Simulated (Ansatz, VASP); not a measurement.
**Si11H4O2 (dichlorosilane fragment with one ligand changed to OH on HO:Si(111)): VASP beside Ansatz**

One calculation is typed for both programs; each brings its own data sets. How far apart do they land? The cell is taken from a series of runs on this material, whose earlier steps may have relaxed, scaled, displaced or heated it; both programs get it as it stands.

Method: plane waves, with VASP 6.6.1 beside it; single point at HSE06 with D3(BJ), in Ansatz 0.2.0.

**1. Set-up**

The cell holds 85 atoms: 55 Si, 20 H and 10 O. Cell: a = 11.604 Å, b = 11.604 Å, c = 26.701 Å, α = 90.0°, β = 90.0°, γ = 120.0°. It derives from Si (HO:Si(111)). As first built, before any earlier steps moved the atoms (in the runner's words): diamond Si(111), 3 x 3 cells, three bilayers, OH on the upper face and H on the lower (lattice constants typed as starting values near PBE's), lower atoms held; the bound fragment with one more ligand replaced by OH, eased by MACE. Vacuum lies along c.

**2. Ansatz: single point, HSE06 with D3(BJ)**

Ansatz runs on its default PAW (the set named soft_2) files.

A single point gives forces, pressure and levels at one fixed geometry, so differences don't come from the geometry; what else differs is listed under the comparison.

input.yaml reads:

```yaml
crystal:
  lattice:
    - [11.60362, 0.0, 0.0]
    - [-5.80181, 10.04903, 0.0]
    - [0.0, 0.0, 26.70113]
  atoms:
    - { symbol: Si, position: [0.0, 0.0, 0.09288] }
    - { symbol: Si, position: [0.22222, 0.11111, 0.12245] }
    - { symbol: Si, position: [0.22236, 0.11065, 0.21018] }
    - { symbol: Si, position: [0.11137, 0.22217, 0.23799] }
    - { symbol: Si, position: [0.11167, 0.22102, 0.32581] }
    - { symbol: Si, position: [0.99947, 0.99858, 0.35431] }
    - { symbol: Si, position: [1.0, 0.33333, 0.09288] }
    - { symbol: Si, position: [0.22222, 0.44444, 0.12245] }
    - { symbol: Si, position: [0.22202, 0.4441, 0.20952] }
    - { symbol: Si, position: [0.11107, 0.55559, 0.23706] }
    - { symbol: Si, position: [0.11119, 0.55444, 0.3244] }
    - { symbol: Si, position: [0.00023, 0.33201, 0.35289] }
    - { symbol: Si, position: [1.0, 0.66667, 0.09288] }
    - { symbol: Si, position: [0.22222, 0.77778, 0.12245] }
    - { symbol: Si, position: [0.22214, 0.77829, 0.20989] }
    - { symbol: Si, position: [0.11063, 0.88847, 0.23917] }
    - { symbol: Si, position: [0.11054, 0.88662, 0.32761] }
    - { symbol: Si, position: [0.99927, 0.66214, 0.35468] }
    - { symbol: Si, position: [0.33333, 0.0, 0.09288] }
    - { symbol: Si, position: [0.55556, 0.11111, 0.12245] }
    - { symbol: Si, position: [0.55481, 0.11084, 0.20979] }
    - { symbol: Si, position: [0.44457, 0.22226, 0.23899] }
    - { symbol: Si, position: [0.44567, 0.22145, 0.32735] }
    - { symbol: Si, position: [0.33397, 0.99817, 0.35497] }
    - { symbol: Si, position: [0.33333, 0.33333, 0.09288] }
    - { symbol: Si, position: [0.55556, 0.44444, 0.12245] }
    - { symbol: Si, position: [0.55521, 0.44397, 0.20983] }
    - { symbol: Si, position: [0.44425, 0.55568, 0.2373] }
    - { symbol: Si, position: [0.44346, 0.55405, 0.32485] }
    - { symbol: Si, position: [0.3342, 0.3328, 0.35421] }
    - { symbol: Si, position: [0.33333, 0.66667, 0.09288] }
    - { symbol: Si, position: [0.55556, 0.77778, 0.12245] }
    - { symbol: Si, position: [0.55511, 0.77815, 0.20963] }
    - { symbol: Si, position: [0.44415, 0.8889, 0.23852] }
    - { symbol: Si, position: [0.44499, 0.88768, 0.32663] }
    - { symbol: Si, position: [0.33244, 0.66393, 0.35376] }
    - { symbol: Si, position: [0.66667, 0.0, 0.09288] }
    - { symbol: Si, position: [0.88889, 0.11111, 0.12245] }
    - { symbol: Si, position: [0.88956, 0.11147, 0.20937] }
    - { symbol: Si, position: [0.77771, 0.22206, 0.23655] }
    - { symbol: Si, position: [0.77854, 0.22108, 0.32365] }
    - { symbol: Si, position: [0.66896, 0.00041, 0.3535] }
    - { symbol: Si, position: [0.66667, 0.33333, 0.09288] }
    - { symbol: Si, position: [0.88889, 0.44444, 0.12245] }
    - { symbol: Si, position: [0.88875, 0.44465, 0.2094] }
    - { symbol: Si, position: [0.77757, 0.55537, 0.23776] }
    - { symbol: Si, position: [0.77754, 0.55425, 0.32558] }
    - { symbol: Si, position: [0.6702, 0.33181, 0.35413] }
    - { symbol: Si, position: [0.66667, 0.66667, 0.09288] }
    - { symbol: Si, position: [0.88889, 0.77778, 0.12245] }
    - { symbol: Si, position: [0.8891, 0.77787, 0.20983] }
    - { symbol: Si, position: [0.77771, 0.88933, 0.23704] }
    - { symbol: Si, position: [0.77864, 0.88932, 0.32444] }
    - { symbol: Si, position: [0.66631, 0.66712, 0.35159] }
    - { symbol: H, position: [0.0, 0.0, 0.03745] }
    - { symbol: O, position: [0.99989, 0.99336, 0.41743] }
    - { symbol: H, position: [0.95199, 0.03263, 0.43314] }
    - { symbol: H, position: [1.0, 0.33333, 0.03745] }
    - { symbol: O, position: [0.00343, 0.32627, 0.41606] }
    - { symbol: H, position: [0.9577, 0.36758, 0.43194] }
    - { symbol: H, position: [1.0, 0.66667, 0.03745] }
    - { symbol: O, position: [0.00314, 0.64492, 0.41725] }
    - { symbol: H, position: [0.92655, 0.63545, 0.43609] }
    - { symbol: H, position: [0.33333, 0.0, 0.03745] }
    - { symbol: O, position: [0.34142, 0.99084, 0.41794] }
    - { symbol: H, position: [0.29829, 0.03193, 0.43581] }
    - { symbol: H, position: [0.33333, 0.33333, 0.03745] }
    - { symbol: O, position: [0.34076, 0.33207, 0.41734] }
    - { symbol: H, position: [0.29962, 0.37769, 0.43346] }
    - { symbol: H, position: [0.33333, 0.66667, 0.03745] }
    - { symbol: O, position: [0.33302, 0.65079, 0.41668] }
    - { symbol: H, position: [0.28415, 0.68654, 0.43408] }
    - { symbol: H, position: [0.66667, 0.0, 0.03745] }
    - { symbol: O, position: [0.68322, 0.00227, 0.41641] }
    - { symbol: H, position: [0.65041, 0.0544, 0.43331] }
    - { symbol: H, position: [0.66667, 0.33333, 0.03745] }
    - { symbol: O, position: [0.68825, 0.32544, 0.41655] }
    - { symbol: H, position: [0.69401, 0.39966, 0.43603] }
    - { symbol: H, position: [0.66667, 0.66667, 0.03745] }
    - { symbol: O, position: [0.66851, 0.67449, 0.41408] }
    - { symbol: Si, position: [0.66889, 0.642, 0.47258] }
    - { symbol: O, position: [0.75672, 0.56133, 0.47546] }
    - { symbol: H, position: [0.77413, 0.54036, 0.50879] }
    - { symbol: H, position: [0.73999, 0.76698, 0.50232] }
    - { symbol: H, position: [0.53228, 0.55241, 0.4921] }
kpoints:
  mp_grid: { grid: [1, 1, 1] }
hamiltonian:
  xc: hse06
  dispersion: d3bj
scf:
  occupations: { method: fermi_dirac, width: 0.025 }
output:
  forces: true
```

On the command line:

```sh
ansatz run input.yaml --threads 4 --pin off --max-ram 8192MiB --backend cpu --events-out ev --progress --plain --runs-dir out
```

Numbers of over 12 decimals in the logs are rounded to 6 here.

Log:

```text
exact exchange: scf.exx.singularity resolves to wigner_seitz, which cuts the screened interaction at the faces of the exchange supercell's Wigner-Seitz cell, so that each pair interacts once, at the shortest of its separations (the periodic images that this leaves out come, for a point-like exchange hole, to about 0.001 eV on a filled level). The cut falls within the interaction's reach, and what an exchange supercel [...]
Engine: ansatz 0.2.0, aarch64-unknown-linux-gnu
Pseudopotentials: kind: paw
Pseudopotential: Si, paw, valence charge 4, recommended cutoff 420 eV (normal), Si.paw.azcp
Pseudopotential: H, paw, valence charge 1, recommended cutoff 420 eV (normal), H.paw.azcp
Pseudopotential: O, paw, valence charge 6, recommended cutoff 420 eV (normal), O.paw.azcp
Functional definition: HSE06
  parameter a = 0.25
  parameter omega = 0.11/bohr
  exchange = pbe_x - a*pbe_x_sr(omega) + a*exact_x_sr(omega)
  correlation = pbe_c
Crystal: 85 atoms, lattice volume = 3113.489 Å³
Basis set: ecut = 420 eV, 60827 PW (Γ), exchange–correlation on 160×160×360 points (8 copies of the dense FFT grid, shifted against one another)
Bands: 235, of which v1, the nominal top of the filled ones, is band 150 counted from 1 (149 counted from 0)
Symmetry: 1 space group operations
Space group: P1 (ITA 1), of the structure as read, at distance tolerance 1.5e-4 Å
k-points: 1
Non-local potential: Si, projectors of the file, l = 0: 2, l = 1: 2, l = 2: 2
Non-local potential: H, projectors of the file, l = 0: 2, l = 1: 1
Non-local potential: O, projectors of the file, l = 0: 2, l = 1: 2, l = 2: 1
PAW form: soft (Blöchl's): semilocal exchange-correlation on the pseudo side does not see the compensation charge
PAW frozen core: Si, regenerated for the run's functional, and the local potential with it (the file was generated under x = pbe(κ = 0.804, μ = 0.219515), c = pbe(β = 0.066725))
PAW frozen core: O, regenerated for the run's functional, and the local potential with it (the file was generated under x = pbe(κ = 0.804, μ = 0.219515), c = pbe(β = 0.066725))
PAW one-centre angular grid: Si, 110 points (default); XC on 64 Gauss nodes
PAW one-centre angular grid: H, 110 points (default); XC on 64 Gauss nodes
PAW one-centre angular grid: O, 110 points (default); XC on 96 Gauss nodes
Initial density: superposition of atomic densities (neutral atoms: chi_scale 0, normalization atom), corrected by the library's trained network
Initial wavefunctions: pseudopotential atomic-orbital guess
Functional: x = pbe(κ = 0.804, μ = 0.219515), c = pbe(β = 0.066725), warm-up for x = pbe(κ = 0.804, μ = 0.219515) + 0.25 (exact − pbe) at short range (hse, ω = 0.207870 Å⁻¹), c = pbe(β = 0.066725); HSE06 as pw.x's `hse` composes it (authors' and Libxc's form: `xc: wpbeh`)
SCF iter   1: F=—  HF=-40974.861673 eV  |F-HF|=—  |Δ(HF+E_count)|=         —  Δρ=3.06e-3  dr2=1.07e0  ethr=1.77e-3  ⟨swp⟩=15.0  Hψ=1462  notcnv=0
preconditioner: auto → none  [insulator: Δε(μ)=1.067 eV  Ē_g=8.519 eV  σ=0.025 eV  W_gap=1.00  n_scr=332 (ndim 8)  ℏωp=11.1 eV  f_vac=0.523  D(μ)=0.00/eV (n_scr^D=0)]
SCF iter   2: F=—  HF=-40975.247305 eV  |F-HF|=—  |Δ(HF+E_count)|=   3.86e-1  Δρ=3.16e-3  dr2=3.62e0  ethr=3.58e-4  ⟨swp⟩=9.0  Hψ=795  notcnv=0  defer=3  recentre
SCF iter   3: F=—  HF=-40974.727786 eV  |F-HF|=—  |Δ(HF+E_count)|=   5.20e-1  Δρ=1.68e-3  dr2=2.05e-1  ethr=3.58e-4  ⟨swp⟩=9.0  Hψ=746  notcnv=0  defer=3
SCF iter   4: F=—  HF=-40974.725955 eV  |F-HF|=—  |Δ(HF+E_count)|=   1.83e-3  Δρ=7.60e-4  dr2=1.24e-1  ethr=6.83e-5  ⟨swp⟩=9.0  Hψ=686  notcnv=0  defer=3
iter 5 solved again at ethr=8.92e-7 eV; its pass at ethr=4.13e-5 eV (dr2=2.67e-3 eV) is discarded
SCF iter   5: F=—  HF=-40974.709531 eV  |F-HF|=—  |Δ(HF+E_count)|=   1.64e-2  Δρ=2.45e-4  dr2=2.71e-3  ethr=8.92e-7  ⟨swp⟩=4.0  Hψ=1033  notcnv=0  defer=1
SCF iter   6: F=—  HF=-40974.709695 eV  |F-HF|=—  |Δ(HF+E_count)|=   1.64e-4  Δρ=1.39e-4  dr2=6.47e-4  ethr=8.92e-7  ⟨swp⟩=4.0  Hψ=476  notcnv=0  defer=6
[...]
Frozen-core exchange: fock
SCF iter   1: F=—  HF=-41000.751212 eV  |F-HF|=—  |Δ(HF+E_count)|=         —  Δρ=1.11e-5  dr2=5.32e-6  ethr=9.87e-8  ⟨swp⟩=18.0  Hψ=763  notcnv=0
preconditioner: auto → none  [insulator: Δε(μ)=1.781 eV  Ē_g=9.917 eV  σ=0.025 eV  W_gap=1.00  n_scr=332 (ndim 8)  ℏωp=11.1 eV  f_vac=0.525  D(μ)=0.00/eV (n_scr^D=0)]
SCF iter   2: F=—  HF=-41000.751212 eV  |F-HF|=—  |Δ(HF+E_count)|=   6.53e-7  Δρ=4.78e-6  dr2=1.30e-6  ethr=1.57e-9  ⟨swp⟩=5.0  Hψ=493  notcnv=0  defer=9
SCF iter   3: F=—  HF=-41000.751213 eV  |F-HF|=—  |Δ(HF+E_count)|=   8.44e-7  Δρ=3.82e-6  dr2=4.56e-7  ethr=3.97e-10  ⟨swp⟩=8.0  Hψ=551  notcnv=0  defer=3
SCF iter   4: F=—  HF=-41000.751213 eV  |F-HF|=—  |Δ(HF+E_count)|=   7.58e-8  Δρ=1.21e-6  dr2=4.63e-8  ethr=1.43e-10  ⟨swp⟩=7.0  Hψ=497  notcnv=0  defer=4
SCF iter   5: F=-41000.751213 eV  HF=-41000.751213 eV  |F-HF|=5.74e-8  |Δ(HF+E_count)|=   6.72e-8  Δρ=8.01e-7  dr2=6.73e-8  ethr=1.22e-11  ⟨swp⟩=6.0  Hψ=658  notcnv=0  defer=4
SCF 3 converged in 5 iterations: F = -41000.751213 eV  dr2 = 6.73e-8
  Residual-converged pass: ⟨swp⟩=3.0  Hψ=405  notcnv=0  max |occ|·‖R‖ = 2.7e-6 eV (tolerance 2.9e-6 eV)  dr2=6.76e-8  dr2_onsite=4.15e-10  max |Δocc| = 7.0e-25
hybrid outer 2: dexx = +1.172e-6 eV, tail = 1.40e-7 eV, Δε = 1.20e-3 eV (about 7.16e-5 eV left of the loop's levels), ΔF = 4.06e-3 eV/Å (tail 8.21e-4)
hybrid SCF converged: 2 outer / 14 inner (+7 warm-up), last move |dexx| = 1.17e-6 eV, tail = 1.40e-7 eV
Stability not checked: this state was not tested for a lower state beside it, because the functional holds exact exchange (a hybrid, or Hartree-Fock), whose exchange loop this test does not read (fock_operator; see scf.lower_state_search)
Free energy (F): -41000.751213 eV
Frozen-core exchange: fock
Harris-Foulkes:  -41000.751213 eV  (|F-HF|=5.74e-8)
Internal energy: -41000.751213 eV  (E = F + TS)
E sigma→0 (E₀):  -41000.751213 eV
Fermi energy:    0.180587 eV
--- Per-component energies (eV) ---
  E_band       = -2241.425090
  E_kinetic    = 4295.058009
  E_local      = -103913.704509  (includes V_loc(G=0)·N_el)
  E_nonlocal   = 1887.212554
  E_hartree    = 50044.217358
  E_xc         = -3206.788747
  E_vxc        = -3027.799718  (∫ρ·V_xc dr)
  E_exx        = -542.303949  (= α·E_x^exact, valence–valence)
  E_paw        = -30024.353575  (= ΣΔE_a)
  E_vpaw       = -485.976229  (= ΣTr[D̂ρ^β])
  E_aug_tail   = 0.000672  (compensation charges beyond the density's cutoff)
  E_ewald      = 40480.713561
  E_disp       = -17.284591  (pairwise vdW)
  E_core_change = -3.517997  (= ΣΔE_core)
  E_smearing   = -0.000000  (= −TS)
  E_closure    = 0.000000  (closes the sum)
  Σ components = -41000.751213   (vs F -41000.751213, Δ=0.00e0)
--- Forces (eV/Å), atoms counted from 1 ---
  atom   1  Si    -0.01491415     0.00393589     0.75613846
  atom   2  Si     0.03049796    -0.02597253    -0.34838217
  atom   3  Si    -0.00164370     0.00302344     0.01029978
  atom   4  Si     0.00775401    -0.00713463     0.00352026
  atom   5  Si     0.00026697     0.00298015    -0.00164670
  atom   6  Si     0.01732166    -0.02149744     0.41373580
  atom   7  Si     0.00317687    -0.00489211     0.74711729
  atom   8  Si     0.00436997    -0.02118391    -0.49414714
  atom   9  Si     0.00129437     0.00617189     0.00701910
  atom  10  Si     0.00725285    -0.00402596     0.01172466
  atom  11  Si    -0.00490983    -0.00570833     0.01577254
  atom  12  Si     0.02641603    -0.02212834     0.40413764
  atom  13  Si    -0.00342338    -0.00915941     0.74619721
  atom  14  Si    -0.01707314     0.04382407    -0.40991886
  atom  15  Si    -0.00182430     0.00109750     0.00928854
  atom  16  Si     0.00699136    -0.00580219    -0.00135529
  atom  17  Si    -0.00587378     0.00057224    -0.00819097
  atom  18  Si     0.05203977    -0.04648078     0.39547384
  atom  19  Si     0.00540828     0.00011346     0.73027933
  atom  20  Si    -0.05399478    -0.02039543    -0.43268852
  atom  21  Si    -0.00219980     0.00007146     0.01138781
  atom  22  Si     0.00539225    -0.00398061     0.00087715
  atom  23  Si    -0.00090397     0.00338820    -0.00568952
  atom  24  Si     0.04938905    -0.02842236     0.41443822
[...]
atom  78  H      0.23484102    -0.45074840    -0.29900977
  atom  79  H      0.00122810    -0.00145037    -0.21262231
  atom  80  O      0.04631720    -0.13997384    -0.01501964
  atom  81  Si     0.25299021    -0.06488814    -0.34270423
  atom  82  O     -0.26711203     0.10999323     0.48429493
  atom  83  H     -0.19585428     0.13126529    -0.52264360
  atom  84  H     -0.00294020    -0.18132182    -0.09336227
  atom  85  H      0.15772301     0.12176509    -0.06800551
  max |Σ_I F_I| component: 6.40e-4 eV/Å
--- Band table (eV) ---
  k-point 0: bands = [... 146 lower, -1.2130, -1.1569, -0.7609, -0.6963, 1.0848]
  guard bands above this table: 84 of the run's 235 bands. The solve was not asked for them (output.publish_guard_bands: true or output.eigenvalues: true publishes all)
```

The column dr2 measures how far the density is from self-consistency, as an energy; F and HF (Harris–Foulkes) agree once it is small.

[end of part 1 of 2]

[Lines on the potential files, build, host, timing and source positions are cut from VASP's logs without a mark.]

[Logs are printed without paths, hosts, clocks, repeated set-up lines and the standing remarks that a program may print on its own settings, such as how far it seeks lower states.]

[Hosts, paths, dates, database ids (printed as entryN), source tags and the programs' standing remarks are cut or masked in the printed files.]
